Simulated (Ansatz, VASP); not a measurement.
## KTaO3 in VASP and in Ansatz

```
K Ta O
1.0
     3.99013    0.00000    0.00000
     0.00000    3.99013    0.00000
     0.00000    0.00000    3.99013
K Ta O
1 1 3
Direct
  0.50000 0.50000 0.50000
  0.00000 0.00000 0.00000
  0.50000 0.00000 0.00000
  0.00000 0.50000 0.00000
  0.00000 0.00000 0.50000
```

Alike in both runs: task single point; functional r2SCAN; k mesh 6 × 6 × 6; no spin polarisation.

|  | VASP | Ansatz |
| --- | --- | --- |
| version | VASP 6.6.1 | Ansatz 0.2.0 |
| potentials or method | VASP PAW PBE potentials, release 64 (K_sv, Ta_pv, O) | plane waves, PAW |
| plane-wave cutoff (eV) | 520 | 500 |
| occupations | gaussian, width 0.01 eV | fixed |
| valence electrons in the cell | 38 | 40 |

|  | VASP | Ansatz | Ansatz less VASP |
| --- | --- | --- | --- |
| gap on the k mesh at the Fermi level (eV) | 2.59 | 2.63 | +0.031 |
| pressure (GPa) | 0.9 | 0.0 | -0.92 |

The two sets of potentials don't hold the same shells in valence.

Caveats: the PAW data sets were made with another functional, which shifts forces and pressure a little (VASP); spin-orbit coupling is left out, which moves the levels of the heavy elements. r2SCAN opens gaps a little over a GGA but as a rule still falls short of measured ones. A k mesh can miss the band edges.
